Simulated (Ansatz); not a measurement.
Calculated O-17 NMR of the central transition for Al₂O₃

Cell: a computed structure from the Materials Project (it need not be an observed phase), ions relaxed with PBE at fixed cell.

Space group R-3c:H (No. 167); a = 4.8050, c = 13.1163 Å, γ = 120.00°.

```
site  Wyckoff  site symmetry       x       y       z
  Al      12c             3.  0.0000  0.0000  0.1479
   O      18e             .2  0.0272  0.6667  0.9167
```

One atom of each set is listed; the run and its k-mesh use a cell of 10 atoms with edges of 5.18, 5.18, 5.18 Å.

All values are calculated (Ansatz; DFT, LDA, plane waves and PAW, scalar-relativistic, 420 eV cutoff, Γ-centred 8×8×8 k-points, Fermi–Dirac smearing 0.02 eV), not measured.

O-17 has I = 5/2 and Q = -25.58 mb (Pyykkö 2018); at 9.4 T its Larmor frequency is ν₀ = 54.3 MHz. Only the quadrupole interaction is simulated: positions count from each site's isotropic chemical shift, and J coupling is left out, as are shift anisotropy and dipolar coupling, which fast spinning averages.

(1) Simulate the second-order pattern (fast magic-angle spinning, Gaussian broadening 0.09 kHz) of site O (4 Al at 1.87–1.99 Å; also 2 Al at 3.25 Å).

Results:

(1) The calculation gives C_Q = 2.40 MHz and η = 0.52, so ν_Q = 0.360 MHz and the centre of gravity lies at -12.8 ppm (-0.694 kHz).

```tsv
offset (kHz)	height
-1.748	0
-1.690	2
-1.632	7
-1.574	9
-1.516	9
-1.458	10
-1.400	11
-1.342	17
-1.285	28
-1.227	32
-1.169	35
-1.111	38
-1.053	42
-0.995	52
-0.937	82
-0.879	100
-0.822	85
-0.764	76
-0.706	74
-0.648	77
-0.590	86
-0.532	97
-0.474	86
-0.416	70
-0.359	61
-0.301	55
-0.243	51
-0.185	47
-0.127	43
-0.069	28
-0.011	7
0.047	0
```

At this cell the LDA pressure is -12 GPa, so with LDA the cell would shrink if it were relaxed.
